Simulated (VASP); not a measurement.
# CdS (F-43m) in VASP: further runs, part 2 of 2

VASP 6.6.1. Earlier steps stand in the parts before.

## 4. Single point, PBE

This run uses another cell than the first one, of 24.90 Å³/atom, 0.957 times its volume.

Contents of INCAR:

```
  PREC = Accurate
  ENCUT = 520
  EDIFF = 1E-7
  ISMEAR = 0
  SIGMA = 0.1
  LREAL = F
  LASPH = T
  NELM = 100
  ALGO = Normal
  ISIF = 2
  LWAVE = F
  LCHARG = T
  GGA = PE
  LELF = T
  LVHAR = T
  NBANDS = 16
```

Contents of KPOINTS:

```
Automatic mesh
0
Gamma
  6 6 6
```

Contents of POSCAR:

```
CdS
1.0
    0.0000000000      2.9200000000      2.9200000000
    2.9200000000      0.0000000000      2.9200000000
    2.9200000000      2.9200000000      0.0000000000
Cd S
1 1
Direct
    0.0000000000      0.0000000000      0.0000000000
    0.2500000000      0.2500000000      0.2500000000
```

Potentials or basis: VASP PAW PBE potentials, release 64 (Cd, S).

The run is started by

```console
$ cat potpaw_PBE.64/Cd/POTCAR potpaw_PBE.64/S/POTCAR > POTCAR
$ mpirun -np 1 vasp_std > vasp.out
```

OUTCAR:

```text
PREC = Accurate
   ENCUT = 520
   EDIFF = 1E-7
   ISMEAR = 0
   LREAL = F
   LASPH = T
   NELM = 100
   ISIF = 2
   GGA = PE

 ion  position               nearest neighbor table
   1  0.000  0.000  0.000-   2 2.53   2 2.53   2 2.53   2 2.53
   2  0.250  0.250  0.250-   1 2.53   1 2.53   1 2.53   1 2.53

  LATTYP: Found a face centered cubic cell.
 ALAT       =     5.8400000000

  Lattice vectors:

 A1 = (   0.0000000000,   2.9200000000,   2.9200000000)
 A2 = (   2.9200000000,   0.0000000000,   2.9200000000)
 A3 = (   2.9200000000,   2.9200000000,   0.0000000000)

Analysis of symmetry for initial positions (statically):
=====================================================================
 Subroutine PRICEL returns:
 Original cell was already a primitive cell.

 Routine SETGRP: Setting up the symmetry group for a
 face centered cubic supercell.

 Subroutine GETGRP returns: Found 24 space group operations
 (whereof 24 operations were pure point group operations)
 out of a pool of 48 trial point group operations.

The static configuration has the point symmetry T_d .

Analysis of symmetry for dynamics (positions and initial velocities):
=====================================================================
 Subroutine PRICEL returns:
 Original cell was already a primitive cell.

 Routine SETGRP: Setting up the symmetry group for a
 face centered cubic supercell.

 Subroutine GETGRP returns: Found 24 space group operations
 (whereof 24 operations were pure point group operations)
 out of a pool of 48 trial point group operations.

The dynamic configuration has the point symmetry T_d .

 Subroutine INISYM returns: Found 24 space group operations
 (whereof 24 operations are pure point group operations),
 and found     1 'primitive' translations

----------------------------------------------------------------------------------------

                                     Primitive cell

  volume of cell :      49.7942

  direct lattice vectors                    reciprocal lattice vectors
     0.000000000  2.920000000  2.920000000    -0.171232877  0.171232877  0.171232877
     2.920000000  0.000000000  2.920000000     0.171232877 -0.171232877  0.171232877
     2.920000000  2.920000000  0.000000000     0.171232877  0.171232877 -0.171232877

  length of vectors
     4.129503602  4.129503602  4.129503602     0.296584042  0.296584042  0.296584042

  position of ions in fractional coordinates (direct lattice)
     0.000000000  0.000000000  0.000000000
     0.250000000  0.250000000  0.250000000

  ion indices of the primitive-cell ions
   primitive index   ion index
                 1           1
                 2           2

----------------------------------------------------------------------------------------

 KPOINTS: Automatic mesh

Automatic generation of k-mesh.
 Grid dimensions read from file:
 generate k-points for:    6    6    6

 Generating k-lattice:

  Cartesian coordinates                     Fractional coordinates (reciprocal lattice)
    -0.028538813  0.028538813  0.028538813     0.166666667  0.000000000  0.000000000
     0.028538813 -0.028538813  0.028538813     0.000000000  0.166666667  0.000000000
     0.028538813  0.028538813 -0.028538813     0.000000000  0.000000000  0.166666667

  Length of vectors
     0.049430674  0.049430674  0.049430674

  Shift w.r.t. Gamma in fractional coordinates (k-lattice)
     0.000000000  0.000000000  0.000000000

 Subroutine IBZKPT returns following result:
 ===========================================

 Found     16 irreducible k-points:

 Following reciprocal coordinates:
            Coordinates               Weight
  0.000000  0.000000  0.000000      1.000000
  0.166667  0.000000  0.000000      8.000000
  0.333333  0.000000  0.000000      8.000000
  0.500000  0.000000  0.000000      4.000000
  0.166667  0.166667  0.000000      6.000000
  0.333333  0.166667  0.000000     24.000000
[... 8 lines left out ...]
 -0.333333  0.333333  0.166667     24.000000
 -0.333333  0.500000  0.166667     12.000000
   k-points           NKPTS =     16   k-points in BZ     NKDIM =     16   number of bands    NBANDS=     16
   number of dos      NEDOS =    301   number of ions     NIONS =      2
   total plane-waves  NPLWV =  32768
   dimension x,y,z NGX =    32 NGY =   32 NGZ =   32
   dimension x,y,z NGXF=    64 NGYF=   64 NGZF=   64
   ions per type =               1   1
   NGX,Y,Z   is equivalent  to a cutoff of  12.88, 12.88, 12.88 a.u.
   NGXF,Y,Z  is equivalent  to a cutoff of  25.77, 25.77, 25.77 a.u.
 SYSTEM =  unknown system
   PREC   = accura    normal or accurate (medium, high low for compatibility)
   ISTART =      0    job   : 0-new  1-cont  2-samecut
   ICHARG =      2    charge: 1-file 2-atom 10-const
   ISPIN  =      1    spin polarized calculation?
   LNONCOLLINEAR =      F non collinear calculations
   LSORBIT =      F    spin-orbit coupling
   LASPH  =      T    aspherical Exc in radial PAW
   ENCUT  =  520.0 eV  38.22 Ry    6.18 a.u.   7.68  7.68  7.68*2*pi/ulx,y,z
   NELM   =    100;   NELMIN=  2; NELMDL= -5     # of ELM steps
   EDIFF  = 0.1E-06   stopping-criterion for ELM
   LREAL  =      F    real-space projection
   EDIFFG = 0.1E-05   stopping-criterion for IOM
   NSW    =      0    number of steps for IOM
   IBRION =     -1    ionic relax: 0-MD 1-quasi-New 2-CG
   NFREE  =      0    steps in history (QN), initial steepest desc. (CG)
   ISIF   =      2    stress and relaxation
   ISYM   =      2    0-nonsym 1-usesym 2-fastsym
   POTIM  = 0.5000    time-step for ionic-motion
   TEBEG  =    0.0;   TEEND  =   0.0 temperature during run
   PSTRESS=    0.0 pullay stress
   NELECT =      18.0000    total number of electrons
   NUPDOWN=      -1.0000    fix difference up-down
   EMIN   =  10.00;   EMAX   =-10.00  energy-range for DOS
   EFERMI =   0.00;   METHOD = LEGACY
   ISMEAR =     0;   SIGMA  =   0.10  broadening in eV -4-tet -1-fermi 0-gaus
   EFERMI_NEDOS =   21; number of points for ismear=-14 and -15
   IALGO  =     38    algorithm
   IMIX   =      4    mixing-type and parameters
     AMIX     =   0.40;   BMIX     =  1.00
     AMIX_MAG =   1.60;   BMIX_MAG =  1.00
  volume/ion in A,a.u.               =      24.90       168.01
  Fermi-wavevector in a.u.,A,eV,Ry     =   1.166199  2.203797 18.504210  1.360021
  Thomas-Fermi vector in A             =   2.302716
   LORBIT       =      0    0 simple, 1 ext, 2 COOP (PROOUT), +10 PAW based schemes
   GGA     = PE    functional components
   LHFCALC =     F    Hartree Fock is set to
   AEXX    =    0.0000 exact exchange contribution
   IVDW    =     0    specifies the selected vdW correction
   LEPSILON=     F    determine dielectric tensor
   LRPA    =     F    only Hartree local field effects (RPA)
 non-spin polarized calculation
 Gauss-broadening in eV      SIGMA  =   0.10
  energy-cutoff  :      520.00
  volume of cell :       49.79
 maximum number of plane-waves:      1363
   NGX = 15   NGY = 15   NGZ = 15

 number of electron      18.0000005 magnetization

 Free energy of the ion-electron system (eV)
  ---------------------------------------------------
  ext. energy  EPLUGINS =         0.00000000
  ---------------------------------------------------
  free energy    TOTEN  =        -6.12254924 eV

  energy without entropy =       -6.12254924  energy(sigma->0) =       -6.12254924

 E-fermi :   1.7159     XC(G=0):  -9.1319

 val. band max:        1.2857270775   @ k =   0.0000   0.0000   0.0000
 cond. band min:       2.4265092918   @ k =   0.0000   0.0000   0.0000
 fundamental gap:      1.1407822143
 Fermi energy:         1.7158764744

 k-point     1 :       0.0000    0.0000    0.0000
  band No.  band energies     occupation
      1     -11.0617      2.00000
      2      -6.4313      2.00000
      3      -6.4313      2.00000
      4      -6.4313      2.00000
      5      -5.9566      2.00000
      6      -5.9566      2.00000
[... 8 lines left out ...]
     15      12.7598      0.00000
     16      12.7598      0.00000
[... 267 lines left out ...]
 k-point    16 :      -0.3333    0.5000    0.1667
  band No.  band energies     occupation
      1     -10.5106      2.00000
      2      -6.2046      2.00000
      3      -6.1613      2.00000
      4      -6.0334      2.00000
      5      -5.9148      2.00000
      6      -5.3747      2.00000
[... 8 lines left out ...]
     15      14.4766      0.00000
     16      14.5929      0.00000

------------------------ aborting loop because EDIFF is reached ----------------------------------------

  FORCE on cell =-STRESS in cart. coord.  units (eV):
  Direction    XX          YY          ZZ          XY          YZ          ZX
  --------------------------------------------------------------------------------------
  -------------------------------------------------------------------------------------
  Total        0.9248515      0.9248515      0.9248515      0.0000000      0.0000000      0.0000000
  in kB       29.7580214     29.7580214     29.7580214      0.0000000      0.0000000      0.0000000
  external PRESSURE =      29.7580214 kB  Pullay stress =       0.0000000 kB

 VOLUME and BASIS-vectors are now :
 -----------------------------------------------------------------------------
  energy-cutoff  :      520.00
  volume of cell :       49.79
      direct lattice vectors                 reciprocal lattice vectors
     0.000000000  2.920000000  2.920000000    -0.171232877  0.171232877  0.171232877
     2.920000000  0.000000000  2.920000000     0.171232877 -0.171232877  0.171232877
     2.920000000  2.920000000  0.000000000     0.171232877  0.171232877 -0.171232877

 POSITION                                       TOTAL-FORCE (eV/Angst)
 -----------------------------------------------------------------------------------
      0.00000      0.00000      0.00000         0.000000      0.000000      0.000000
      1.46000      1.46000      1.46000        -0.000000     -0.000000     -0.000000
 -----------------------------------------------------------------------------------
    total drift:                               -0.000000     -0.000000     -0.000000

  FREE ENERGIE OF THE ION-ELECTRON SYSTEM (eV)
  ---------------------------------------------------
  free  energy   TOTEN  =        -6.1225492406 eV

  energy  without entropy=       -6.1225492406  energy(sigma->0) =       -6.12254924
```

OSZICAR:

```text
N       E                     dE             d eps       ncg     rms          rms(c)
DAV:   1     0.113453868219E+03    0.11345E+03   -0.90250E+03   512   0.103E+03
DAV:   2    -0.227324496490E+01   -0.11573E+03   -0.10888E+03   632   0.261E+02
DAV:   3    -0.664005340302E+01   -0.43668E+01   -0.43596E+01   640   0.524E+01
DAV:   4    -0.666814512109E+01   -0.28092E-01   -0.28089E-01   648   0.411E+00
DAV:   5    -0.666853585953E+01   -0.39074E-03   -0.39074E-03   640   0.457E-01    0.806E+00
DAV:   6    -0.614153065575E+01    0.52701E+00   -0.83722E-01   760   0.115E+01    0.646E+00
DAV:   7    -0.612210713320E+01    0.19424E-01   -0.19851E-01   632   0.304E+00    0.315E+00
DAV:   8    -0.612243279809E+01   -0.32566E-03   -0.18396E-02   560   0.172E+00    0.310E-01
DAV:   9    -0.612234751095E+01    0.85287E-04   -0.21464E-03   616   0.689E-01    0.600E-02
DAV:  10    -0.612247338359E+01   -0.12587E-03   -0.24759E-04   576   0.159E-01    0.671E-02
DAV:  11    -0.612255632078E+01   -0.82937E-04   -0.12684E-04   632   0.920E-02    0.209E-02
DAV:  12    -0.612254825146E+01    0.80693E-05   -0.25979E-05   640   0.671E-02    0.988E-03
DAV:  13    -0.612254958660E+01   -0.13351E-05   -0.45766E-06   600   0.127E-02    0.123E-02
DAV:  14    -0.612254925776E+01    0.32884E-06   -0.35503E-07   680   0.347E-03    0.494E-03
DAV:  15    -0.612254924063E+01    0.17126E-07   -0.31105E-08   416   0.112E-03
   1 F= -.61225492E+01 E0= -.61225492E+01  d E =-.721778E-11
```

Wall time 8.8 s (1 thread of Intel Xeon Platinum 8559C (Emerald Rapids), shared host); peak memory 0.17 GiB.

What came out:

```
Free energy            : -6.1225 eV
Pressure               : 3.0 GPa
Band gap on the k mesh : 1.14 eV, direct
```

## 5. Overview

| task | cell | k mesh | cutoff (eV) | smearing | gap on the mesh (eV) | pressure (GPa) |
| --- | --- | --- | --- | --- | --- | --- |
| single point | F-43m, 26.03 Å³/atom | 8 × 8 × 8 | 520 | gaussian 0.02 eV | 1.04 | 0.3 |
| relaxation of cell and atoms | relaxed | 8 × 8 × 8 | 600 | gaussian 0.02 eV | 1.03 | 0.0 |
| single point | F-43m, 24.9 Å³/atom | 6 × 6 × 6 | 520 | gaussian 0.1 eV | 1.14 | 3.0 |

Alike in all rows: level PBE; potentials or basis VASP PAW PBE potentials, release 64 (Cd, S); no spin polarisation.

Total energies depend on the potentials used, so only differences within one code and one set of settings carry meaning.
